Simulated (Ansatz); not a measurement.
# How many bands does the GW gap of InSe (layers cut from the bulk crystal) need?, part 2 of 2

Wanted: a G0W0 gap for InSe (layers cut from the bulk crystal) that is converged in bands and cutoff, or an estimate of the limit.

Ansatz 0.2.0; G0W0 on PBE, plane waves, PAW. Known limits of the many-body steps: not at the basis limit; coarse mesh for a sheet; no spin-orbit coupling.

So far. Step 5 (1426 empty bands, screening to 120 eV): Against the run with 6×6×1 mesh, 776 empty bands, screening to 80 eV, the gap moves by −0.006 eV.

## (6) Changing the k mesh: 3×3×1 mesh, 360 empty bands, screening to 48 eV

Only the mesh changes. It samples the long-range screening, which converges on its own terms. Bands and cutoff differ from the step before, so it is read against an earlier run that matches them.

Input file input.yaml:

```yaml
crystal:
  lattice:
    - [4.0283608186, 0.0, 0.0]
    - [-2.0141804093, 3.4886628045, 0.0]
    - [0.0, 0.0, 34.0]
  atoms:
    - { symbol: Se, position: [0.3333333333, 0.6666666667, 0.4208345916] }
    - { symbol: In, position: [0.6666666667, 0.3333333333, 0.4589064024] }
    - { symbol: In, position: [0.6666666667, 0.3333333333, 0.5410935976] }
    - { symbol: Se, position: [0.3333333333, 0.6666666667, 0.5791654084] }
  periodic: [true, true, false]
kpoints:
  mp_grid: { grid: [3, 3, 1] }
hamiltonian:
  xc: pbe
scf:
  occupations: { method: fixed }
gw:
  n_empty_bands: 360
  ecut_chi: 48.0
  qp_bands: [v2, c2]
  qp_kpoints: band_edges
  screening: { model: contour_deformation }
```

On the command line:

```console
> ansatz run input.yaml --threads 3 --pin off --max-ram 92160MiB --backend cuda --events-out ev --progress --plain --runs-dir out --devices 1 --max-vram 13GiB  # rebuilt from the run's record
```

Numbers of over 12 decimals in the logs are rounded to 6 here.

Output:

```text
GPUs: using 1 of 1 available (devices: 1).
[...]
GPU FFT provider: cuFFT
GPU libraries: cuBLAS 13.8.2, cuFFT 12.4.0, cuSOLVER 12.3.4
Crystal: 4 atoms, lattice volume = 477.822 Å³
Basis set: ecut = 420 eV, 9353 PW (Γ)
Bands: 35, of which v1, the nominal top of the filled ones, is band 29 counted from 1 (28 counted from 0)
Symmetry: 12 space group operations
[...]
k-points: 3 of 9 (time reversal used)
[...]
0    30     -4.2975    -9.7194    -3.0586   -13.2076  0.7499    -3.8627    -3.8679  root
     0    31     -3.0840    -7.8022    -3.7625   -12.0919  0.7414    -2.5512    -2.5567  root
     1    28     -6.9995   -17.6520     2.4777   -14.8164  0.7094    -7.3626    -7.3574  root
     1    29     -6.2557   -15.4413     1.6200   -13.5544  0.7295    -6.5250    -6.5227  root
     1    30     -3.4120    -6.9897    -3.3813   -10.6864  0.7534    -3.0935    -3.0966  root
     1    31     -3.2779   -10.1646    -3.3241   -14.0768  0.7447    -2.6780    -2.6898  root
[key lines of the parts left out:]
SCF converged after 7 iterations
Free energy (F): -22135.597190 eV
Fermi energy:    -5.983978 eV
```

Wall time 17 s (1 × NVIDIA H100 80GB HBM3 (shared by 6 runs) with 3 threads of AMD EPYC 7R13 (Zen 3), shared host); peak memory 1.5 GiB.

This step gave:

```
bands summed                                 : 389
plane waves in the screening matrix          : 351
G0W0 gap on the mesh                         : 2.290 eV
k of the valence top                         : 0, 0, 0
k of the conduction bottom                   : 0, 0, 0
starting gap on the mesh                     : 1.686 eV
least direct G0W0 gap on the computed points : 2.290 eV
```

Against the run with 6×6×1 mesh, 360 empty bands, screening to 48 eV, the gap moves by −0.53 eV, while the start moved by +0.06 eV. A band edge is found at another k point on this mesh.

## (7) Changing the k mesh: 9×9×1 mesh, 360 empty bands, screening to 48 eV

Changes to input.yaml since step 6:

```diff
@@ -12,3 +12,3 @@
 kpoints:
-  mp_grid: { grid: [3, 3, 1] }
+  mp_grid: { grid: [9, 9, 1] }
 hamiltonian:
```

Output:

```text
GPUs: using 1 of 1 available (devices: 1).
[...]
GPU FFT provider: cuFFT
GPU libraries: cuBLAS 13.8.2, cuFFT 12.4.0, cuSOLVER 12.3.4
Crystal: 4 atoms, lattice volume = 477.822 Å³
Basis set: ecut = 420 eV, 9353 PW (Γ)
Bands: 35, of which v1, the nominal top of the filled ones, is band 29 counted from 1 (28 counted from 0)
Symmetry: 12 space group operations
[...]
k-points: 12 of 81 (time reversal used)
[...]
1    31     -2.5615    -8.4951    -3.3364   -12.5839  0.7739    -1.7964    -1.8091  root
[...]
11    28     -7.2498   -16.8340     2.3415   -13.9271  0.7150    -7.8278    -7.8152  root
    11    29     -7.0603   -14.8660     1.4592   -12.7871  0.7517    -7.6900    -7.6801  root
    11    30     -3.4165    -6.9337    -2.9386   -10.3021  0.7782    -2.9828    -2.9866  root
    11    31     -2.8829   -10.3788    -3.2637   -14.5787  0.7646    -1.9242    -1.9468  root
[key lines of the parts left out:]
SCF converged after 7 iterations
Free energy (F): -22135.926723 eV
Fermi energy:    -5.995272 eV
```

The job ended after 90 s (1 × NVIDIA H100 80GB HBM3 (shared by 6 runs) with 3 threads; peak memory 2.3 GiB; 2.4 min of CPU time).

Numbers from this step:

```yaml
bands_summed: 389
plane_waves_in_the_screening_matrix: 351
g0w0_gap_on_the_mesh: 2.874 eV
k_of_the_valence_top: 0.1111, 0.1111, 0
k_of_the_conduction_bottom: 0, 0, 0
starting_gap_on_the_mesh: 1.628 eV
least_direct_g0w0_gap_on_the_computed_points: 2.960 eV
```

Against the run with 3×3×1 mesh, 360 empty bands, screening to 48 eV, the gap moves by +0.58 eV, while the start moved by −0.06 eV. A band edge is found at another k point on this mesh.

## (8) The runs together

Times are wall times on 1 × NVIDIA H100 80GB HBM3 (shared by 6 runs) with 3 threads of AMD EPYC 7R13 (Zen 3), shared host, good to a factor of about two.

```tsv
mesh	files	frequency	bands summed	cutoff (eV)	start (eV)	G0W0 (eV)	time	host memory (GiB)
6×6×1	default PAW	contour deformation	156	24	1.625	2.835	15 s	1.4
6×6×1	default PAW	contour deformation	389	48	1.625	2.818	31 s	1.8
6×6×1	default PAW	contour deformation	805	80	1.625	2.832	35 s	2.9
6×6×1	default PAW	contour deformation	1455	120	1.625	2.826	2 min	5.4
3×3×1	default PAW	contour deformation	389	48	1.686	2.290	17 s	1.5
9×9×1	default PAW	contour deformation	389	48	1.628	2.874	90 s	2.3
```

The parts of the quasiparticle energy at the two band edges (eV; QP = start + Σx + Σc − Vxc):

```tsv
run	edge	start	Σx	Σc	Vxc	Z	QP
156 bands	valence top	-5.99	-15.55	1.74	-13.58	0.75	-6.22
156 bands	conduction bottom	-4.36	-9.91	-2.36	-13.24	0.78	-3.38
389 bands	valence top	-5.99	-15.55	1.46	-13.58	0.75	-6.50
389 bands	conduction bottom	-4.36	-9.91	-2.65	-13.24	0.77	-3.68
805 bands	valence top	-5.99	-15.55	1.24	-13.58	0.74	-6.72
805 bands	conduction bottom	-4.36	-9.91	-2.86	-13.24	0.77	-3.89
1455 bands	valence top	-5.99	-15.55	1.10	-13.58	0.74	-6.86
1455 bands	conduction bottom	-4.36	-9.91	-3.01	-13.24	0.77	-4.04
```

## (9) Summary of results

| Item | Value |
| --- | --- |
| 156 bands, 24 eV | 2.835 eV |
| 389 bands, 48 eV | 2.818 eV |
| 805 bands, 80 eV | 2.832 eV |
| 1455 bands, 120 eV | 2.826 eV |
| mesh and start | 6×6×1, PBE |

From 156 to 1455 bands the gap moves by −0.01 eV while the time grows 8.0-fold. Σc changes by −0.64 eV at the valence top and −0.65 eV at the conduction bottom, so the levels themselves move more than the gap between them. The gap turns back along the series, so no limit is drawn from it. On the 3×3×1 mesh in place of 6×6×1 the gap differs by −0.53 eV, of which +0.06 eV is already in the start. On the 9×9×1 mesh in place of 6×6×1 the gap differs by +0.06 eV, of which +0.003 eV is already in the start. The mesh in the plane is coarse for a sheet; gap and any exciton binding can still move on denser ones. The many-body steps are scalar-relativistic: spin-orbit coupling is not in them.

[Paths, hosts, dates, memory and timing lines, banners, echoed tables and standing remarks are left out of the program output.]

[Logs are printed without paths, hosts, clocks, repeated set-up lines and the standing remarks that a program may print on its own settings, such as how far it seeks lower states.]

[Runs of the session that timed out or met a known fault of the program may be left out.]

[Cells called generated may have been cut or substituted from an entry of the Crystallography Open Database or the Materials Project.]

[Hosts, paths, dates, database ids (printed as entryN), source tags and the programs' standing remarks are cut or masked in the printed files.]
